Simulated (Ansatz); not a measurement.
# SnO2 (Pa-3) in Ansatz: relaxation of cell and atoms with PBE+D3(BJ)

Aim: the relaxation of cell and atoms of SnO2 with PBE+D3(BJ).

Program: Ansatz 0.2.0. These are calculated values, not measurements. Logs are shortened: lines on timing, memory, paths and dates and some standing lists are left out, and cuts for length are marked.

### 1 Starting point

Symmetry: Pa-3, No. 205, cubic system. Conventional cell: a = 5.175 Å, b = 5.175 Å, c = 5.175 Å, α = 90.00°, β = 90.00°, γ = 90.00°. Sn (site symmetry -3) has 6 O at 2.11 Å as nearest neighbours. Around O (site symmetry 3) lie 3 Sn at 2.11 Å.

Measurements of this composition are mostly on another form, of space group No. 136.

### 2 Relaxation of cell and atoms, PBE+D3(BJ)

The input, input.yaml:

```yaml
crystal:
  lattice:
    - [5.175256, 0.0, 0.0]
    - [0.0, 5.175256, 0.0]
    - [0.0, 0.0, 5.175256]
  atoms:
    - { symbol: Sn, position: [0.0, 0.0, 0.0] }
    - { symbol: Sn, position: [0.5, 0.0, 0.5] }
    - { symbol: Sn, position: [0.5, 0.5, 0.0] }
    - { symbol: Sn, position: [0.0, 0.5, 0.5] }
    - { symbol: O, position: [0.661098, 0.838902, 0.161098] }
    - { symbol: O, position: [0.838902, 0.161098, 0.661098] }
    - { symbol: O, position: [0.161098, 0.661098, 0.838902] }
    - { symbol: O, position: [0.338902, 0.338902, 0.338902] }
    - { symbol: O, position: [0.661098, 0.661098, 0.661098] }
    - { symbol: O, position: [0.838902, 0.338902, 0.161098] }
    - { symbol: O, position: [0.161098, 0.838902, 0.338902] }
    - { symbol: O, position: [0.338902, 0.161098, 0.838902] }
hamiltonian:
  xc: pbe
  pseudopotentials: { kind: paw }
  dispersion: d3bj
kpoints:
  mp_grid: { grid: [4, 4, 4] }
scf:
  occupations: { method: fermi_dirac, width: 0.05 }
output:
  forces: true
  stress: true
  eigenvalues: true
  write_density: true
  write_potential: true
  elf: true
  volumetric_format: npy
relax:
  f_tol: 0.01
  max_steps: 40
  cell: { stress_tol: 0.05 }
```

Potentials or basis: Ansatz PAW.

Started as:

```
ansatz run input.yaml --threads 4 --pin off --max-ram 11264MiB --backend cpu --events-out ev --progress --plain --runs-dir out
```

Standard output:

```text
Warning: RAYON_NUM_THREADS=4 ignored (pool sized by the plan → 4); use --threads N
Engine: ansatz 0.2.0, aarch64-unknown-linux-gnu
Pseudopotentials: kind: paw
Pseudopotential: Sn, paw, valence charge 14, recommended cutoff 420 eV (normal), Sn.paw.azcp
Pseudopotential: O, paw, valence charge 6, recommended cutoff 420 eV (normal), O.paw.azcp
Functional definition: PBE
  parameter kappa = 0.804
  parameter beta = 0.06672455060314922
  exchange = pbe_x(kappa = kappa, mu = beta*pi^2/3)
  correlation = pbe_c(beta = beta)
Crystal: 12 atoms, lattice volume = 138.610 Å³
Basis set: ecut = 420 eV, 2721 PW (Γ), exchange–correlation on 72×72×72 points (8 copies of the dense FFT grid, shifted against one another)
Bands: 64, of which v1, the nominal top of the filled ones, is band 52 counted from 1 (51 counted from 0)
Symmetry: 24 space group operations
Space group: Pa-3 (ITA 205), of the structure as read, at distance tolerance 5.2e-5 Å
k-points: 11 of 64
Non-local potential: Sn, projectors of the file, l = 0: 2, l = 1: 2, l = 2: 2, l = 3: 2
Non-local potential: O, projectors of the file, l = 0: 2, l = 1: 2, l = 2: 1
PAW form: soft (Blöchl's): semilocal exchange-correlation on the pseudo side does not see the compensation charge
PAW one-centre angular grid: Sn, 590 points (default); XC on 64 Gauss nodes
PAW one-centre angular grid: O, 110 points (default); XC on 64 Gauss nodes
Initial density: superposition of atomic densities (neutral atoms: chi_scale 0, normalization atom), corrected by the library's trained network
Initial wavefunctions: pseudopotential atomic-orbital guess
Functional: x = pbe(κ = 0.804, μ = 0.2195149727645171), c = pbe(β = 0.06672455060314922)
SCF iter   1: F=—  HF=-28637.480093 eV  |F-HF|=—  |Δ(HF+E_count)|=         —  Δρ=1.66e-3  dr2=2.44e-3  ethr=1.77e-3  ⟨swp⟩=5.7  Hψ=2845  notcnv=0  defer=14
preconditioner: auto → Resta (q_TF=auto, 2.601 Å⁻¹)  ε∞=3.9  [insulator: Δε(μ)=0.568 eV  Ē_g=18.977 eV  σ=0.050 eV  W_gap=0.98  n_scr=32 (ndim 8)  ℏωp=32.2 eV  f_vac=0.000  D(μ)=0.02/eV (n_scr^D=0)  ε∞_Penn≈3.9]
SCF iter   2: F=—  HF=-28637.482728 eV  |F-HF|=—  |Δ(HF+E_count)|=   2.64e-3  Δρ=6.85e-4  dr2=3.73e-4  ethr=2.35e-6  ⟨swp⟩=2.3  Hψ=1349  notcnv=0  defer=37
SCF iter   3: F=—  HF=-28637.483351 eV  |F-HF|=—  |Δ(HF+E_count)|=   6.23e-4  Δρ=2.32e-4  dr2=5.21e-5  ethr=3.58e-7  ⟨swp⟩=2.1  Hψ=1086  notcnv=0  defer=37
SCF iter   4: F=—  HF=-28637.483264 eV  |F-HF|=—  |Δ(HF+E_count)|=   8.69e-5  Δρ=3.87e-5  dr2=1.94e-6  ethr=5.01e-8  ⟨swp⟩=2.0  Hψ=954  notcnv=0  defer=37
iter 5 did not close the SCF: its close was put off for the readings that it lacked (scf_convergence_deferred on its scf_iter line)
SCF iter   5: F=-28637.483266 eV  HF=-28637.483266 eV  |F-HF|=3.76e-7  |Δ(HF+E_count)|=   2.02e-6  Δρ=1.29e-5  dr2=8.33e-8  ethr=1.86e-9  ⟨swp⟩=2.4  Hψ=1141  notcnv=0  defer=37
SCF iter   6: F=-28637.483266 eV  HF=-28637.483266 eV  |F-HF|=3.18e-9  |Δ(HF+E_count)|=   4.01e-7  Δρ=1.17e-6  dr2=1.15e-9  ethr=8.01e-11  ⟨swp⟩=13.0  Hψ=5194  notcnv=0
SCF 1 converged in 6 iterations: F = -28637.483266 eV  dr2 = 1.15e-9
relax step   1: F+E_penalty+E_count = -28637.48326634 eV  Δ(F+E_penalty+E_count) = +0.000e0 eV  max|allowed force component| = 4.123e-3 eV/Å  Δτ_max = 0.0000 Å  P = -3.820 GPa  Ω = 138.610 Å³  (6 SCF iters, dr2 threshold 1.00e-7 eV, accepted)
Crystal: 12 atoms, lattice volume = 135.845 Å³
Basis set: ecut = 420 eV, 2601 PW (Γ), exchange–correlation on 72×72×72 points (8 copies of the dense FFT grid, shifted against one another)
Initial density: handed on by an earlier stage of this run
Initial wavefunctions: those handed on with the density
iter 1 solved again at ethr=1.47e-5 eV; its pass at ethr=3.10e-3 eV (dr2=1.53e-2 eV) is discarded
SCF iter   1: F=—  HF=-28637.535662 eV  |F-HF|=—  |Δ(HF+E_count)|=         —  Δρ=4.04e-3  dr2=1.66e-2  ethr=1.47e-5  ⟨swp⟩=2.5  Hψ=2851  notcnv=0
preconditioner: auto → Resta (q_TF=auto, 2.609 Å⁻¹)  ε∞=3.9  [insulator: Δε(μ)=0.783 eV  Ē_g=19.181 eV  σ=0.050 eV  W_gap=1.00  n_scr=32 (ndim 8)  ℏωp=32.5 eV  f_vac=0.000  D(μ)=0.00/eV (n_scr^D=0)  ε∞_Penn≈3.9]
[... 66 lines left out ...]
basis re-selected at this cell: Δ(F+E_penalty+E_count) = +2.479e-3 eV, ΔP = -0.004 GPa vs the last step (what re-selecting the basis moved, of the pressure what is left beyond the Pulay correction that the steps carried, after the strain that the cell walked since its last selection, with what the two solves' SCF thresholds leave and, on support functions, any second-order correction that the steps lacked; it is no measure of the basis error at this ecutwfc). This SCF's stress stands 6.90e-3 GPa from its target on what of the cell is left free (relax.cell.stress_tol is 5.00e-2 GPa) and its largest allowed force component is 3.16e-5 eV/Å (relax.f_tol is 1.00e-2 eV/Å): within both
SCF converged after 8 iterations
Free energy (F): -28637.515836 eV
Harris-Foulkes:  -28637.515836 eV  (|F-HF|=1.46e-11)
Internal energy: -28637.515768 eV  (E = F + TS)
E sigma→0 (E₀):  -28637.515802 eV
Entropy (-TS):   -0.000068 eV (-0.006 meV/atom)
Fermi energy:    10.830925 eV
--- Per-component energies (eV) ---
  E_band       = -125.654931
  E_kinetic    = 2160.794894
  E_local      = -4909.002625  (includes V_loc(G=0)·N_el)
  E_nonlocal   = 267.883473
  E_hartree    = 2629.152625
  E_xc         = -2108.611984
  E_vxc        = -1126.318546  (∫ρ·V_xc dr)
  E_paw        = -17855.923325  (= ΣΔE_a)
  E_vpaw       = -1777.336930  (= ΣTr[D̂ρ^β])
  E_aug_tail   = 0.019554  (compensation charges beyond the density's cutoff)
  E_ewald      = -8819.000956
  E_disp       = -2.827425  (pairwise vdW)
  E_smearing   = -0.000068  (= −TS)
  E_closure    = -0.000000  (closes the sum)
  Σ components = -28637.515836   (vs F -28637.515836, Δ=0.00e0)
--- Forces (eV/Å), atoms counted from 1 ---
  atom   1  Sn     0.00000000    -0.00000000     0.00000000
  atom   2  Sn    -0.00000000    -0.00000000     0.00000000
  atom   3  Sn    -0.00000000     0.00000000    -0.00000000
  atom   4  Sn     0.00000000     0.00000000    -0.00000000
  atom   5  O     -0.00003159     0.00003159    -0.00003159
  atom   6  O      0.00003159    -0.00003159    -0.00003159
  atom   7  O     -0.00003159    -0.00003159     0.00003159
  atom   8  O      0.00003159     0.00003159     0.00003159
  atom   9  O     -0.00003159    -0.00003159    -0.00003159
  atom  10  O      0.00003159     0.00003159    -0.00003159
  atom  11  O     -0.00003159     0.00003159     0.00003159
  atom  12  O      0.00003159    -0.00003159     0.00003159
  max |Σ_I F_I| component: 1.85e-17 eV/Å
--- Stress (GPa, compression-positive) ---
       -0.006900       0.000000       0.000000
        0.000000      -0.006900      -0.000000
        0.000000      -0.000000      -0.006900
  P = ⅓ Tr σ = -0.0069 GPa (-0.069 kbar)
--- Band table (eV; the first three rows and the last of 11) ---
  k-point 0: bands = ["-10.4569", "-10.4569", "-10.4569", "-9.7224", "-9.7224", "-9.7224", "-9.6676", "-9.6676", "-9.6279", "-9.6047", "-9.6047", "-9.6047", "-9.5387", "-9.5387", "-9.5387", "-9.4691", "-9.4691", "-9.4691", "-9.4647", "-9.4647", "-8.4011", "-6.7508", "-6.7508", "-6.7508", "-5.7620", "-4.9633", "-4.9633", "-4.9633", "3.3266", "3.3266", "3.3266", "5.2196", "5.2196", "5.2196", "5.6130", "5.6130", "7.8523", "7.8523", "7.8523", "8.2880", "8.2880", "8.2880", "8.6613", "9.3311", "9.3311", "9.3311", "9.6647", "9.6647", "10.0746", "10.3133", "10.3133", "10.3133", "11.1325", "16.3319", "16.3319", "16.3319", "17.8924", "17.8924", "17.8924", "19.0575", "19.0575", "19.0575", "19.2836", "21.8711"]
  k-point 1: bands = ["-10.3890", "-10.3852", "-10.3670", "-9.8127", "-9.8038", "-9.7876", "-9.7086", "-9.6677", "-9.6267", "-9.6157", "-9.6014", "-9.5975", "-9.5570", "-9.5554", "-9.5385", "-9.4926", "-9.4826", "-9.4804", "-9.4722", "-9.4705", "-8.2283", "-7.0808", "-6.5027", "-6.4416", "-5.7480", "-5.1797", "-5.0796", "-5.0165", "3.0215", "3.1076", "3.8474", "5.3006", "5.4020", "5.5324", "5.7350", "6.2785", "7.2948", "7.3699", "7.4232", "8.2410", "8.3834", "8.5361", "8.6982", "8.8100", "9.2714", "9.4711", "9.5307", "9.6596", "9.8395", "10.2175", "10.2453", "10.3474", "12.4814", "15.6123", "15.6305", "16.0045", "18.1041", "18.2841", "18.6647", "19.0154", "19.2177", "19.2577", "19.6248", "21.1181"]
  k-point 2: bands = ["-10.2834", "-10.2834", "-10.1202", "-10.1202", "-9.9236", "-9.9236", "-9.6814", "-9.6814", "-9.6192", "-9.6192", "-9.5968", "-9.5968", "-9.5506", "-9.5506", "-9.5235", "-9.5235", "-9.4975", "-9.4975", "-9.4760", "-9.4760", "-7.7259", "-7.7259", "-6.0015", "-6.0015", "-5.7737", "-5.7737", "-5.1286", "-5.1286", "2.8575", "2.8575", "5.1106", "5.1106", "5.4358", "5.4358", "6.3845", "6.3845", "6.9543", "6.9543", "7.3651", "7.3651", "8.6981", "8.6981", "8.8966", "8.8966", "9.0035", "9.0035", "9.6541", "9.6541", "9.9250", "9.9250", "10.3664", "10.3664", "14.2057", "14.2057", "15.4135", "15.4135", "18.2526", "18.2526", "19.0478", "19.0478", "19.9547", "19.9547", "20.2072", "20.2072"]
  k-point 10: bands = ["-10.3247", "-10.3247", "-10.3247", "-10.3247", "-9.6896", "-9.6896", "-9.6896", "-9.6896", "-9.6215", "-9.6215", "-9.6215", "-9.6215", "-9.4976", "-9.4976", "-9.4976", "-9.4976", "-9.4902", "-9.4902", "-9.4902", "-9.4902", "-6.7471", "-6.7471", "-6.7471", "-6.7471", "-5.7604", "-5.7604", "-5.7604", "-5.7604", "4.3407", "4.3407", "4.3407", "4.3407", "6.3747", "6.3747", "6.3747", "6.3747", "6.7602", "6.7602", "6.7602", "6.7602", "8.7459", "8.7459", "8.7459", "8.7459", "9.1962", "9.1962", "9.1962", "9.1962", "9.7654", "9.7654", "9.7654", "9.7654", "15.5710", "15.5710", "15.5710", "15.5710", "17.7862", "17.7862", "17.7862", "17.7862", "21.5594", "21.5594", "21.5594", "21.5594"]
--- Relaxed structure (4 steps of the walk, 4 accepted, 2 SCFs on fresh bases) ---
  F+E_penalty+E_count = -28637.51583635 eV   max|allowed force component| = 3.159e-5 eV/Å   (the final SCF, on the basis selected at the relaxed cell)
  cell:  # Å, volume = 135.8474 Å³
    - [5.140639584213314, 1.861732279574328e-33, 6.419766481290786e-35]
    - [1.6049416203226963e-33, 5.140639584213314, 0.0]
    - [-1.925929944387236e-34, 0.0, 5.140639584213314]
  atoms:
    - { symbol: Sn, position: [-1.614875041204217e-20, 3.0551689968728407e-21, -2.793297368569476e-20] }
    - { symbol: Sn, position: [0.5, 3.055168996872829e-21, 0.5] }
    - { symbol: Sn, position: [0.5, 0.5, -2.7932973685694736e-20] }
    - { symbol: Sn, position: [-1.6148750412042423e-20, 0.5, 0.5] }
    - { symbol: O, position: [0.660200338408502, 0.8397996615914981, 0.1602003384085019] }
    - { symbol: O, position: [0.8397996615914981, 0.1602003384085019, 0.660200338408502] }
    - { symbol: O, position: [0.1602003384085019, 0.660200338408502, 0.8397996615914981] }
    - { symbol: O, position: [0.3397996615914981, 0.3397996615914981, 0.3397996615914981] }
    - { symbol: O, position: [0.660200338408502, 0.660200338408502, 0.660200338408502] }
    - { symbol: O, position: [0.8397996615914981, 0.3397996615914981, 0.1602003384085019] }
    - { symbol: O, position: [0.1602003384085019, 0.8397996615914981, 0.3397996615914981] }
    - { symbol: O, position: [0.3397996615914981, 0.1602003384085019, 0.8397996615914981] }
```

Run time: 20 s. Hardware: 4 threads of Arm Neoverse N1, shared host; peak memory 0.55 GiB.

What came out:

* Free energy: -28637.5158 eV
* Relaxed volume: 11.32 Å³/atom
* Relaxed cell: a = 5.141 Å, b = 5.141 Å, c = 5.141 Å, α = 90.00°, β = 90.00°, γ = 90.00°
* Space group after relaxing (to 0.05 Å): Pa-3 (No. 205)
* Energy gained by relaxing: 2.7 meV/atom
* Ionic steps: 6
* Pressure after relaxing: 0.0 GPa
* Band gap on the k mesh: 0.77 eV, indirect (least direct gap 0.82 eV)

Step by step:
```
step  energy change (eV)  largest force (eV/Å)  volume (Å³)
   1              0.0000                0.0071       138.61
   2             -0.0479                0.0029       135.84
   3             -0.0474                0.0003       135.95
   4             -0.0344                0.0005       135.95
   5             -0.0350                0.0001       135.85
   6             -0.0326                0.0001       135.85
```

Final structure:
```
CELL_PARAMETERS angstrom
5.14064 0.00000 0.00000
0.00000 5.14064 0.00000
0.00000 0.00000 5.14064
ATOMIC_POSITIONS crystal
Sn 0.00000 0.00000 0.00000
Sn 0.50000 0.00000 0.50000
Sn 0.50000 0.50000 0.00000
Sn 0.00000 0.50000 0.50000
O 0.66020 0.83980 0.16020
O 0.83980 0.16020 0.66020
O 0.16020 0.66020 0.83980
O 0.33980 0.33980 0.33980
O 0.66020 0.66020 0.66020
O 0.83980 0.33980 0.16020
O 0.16020 0.83980 0.33980
O 0.33980 0.16020 0.83980
```

Caveat: the plane-wave basis is chosen anew once the cell has moved, so the energies of steps on either side of that aren't comparable; the pressure holds a Pulay correction of +0.9 GPa for the finite cutoff; spin-orbit coupling is left out, which moves the levels of the heavy elements.
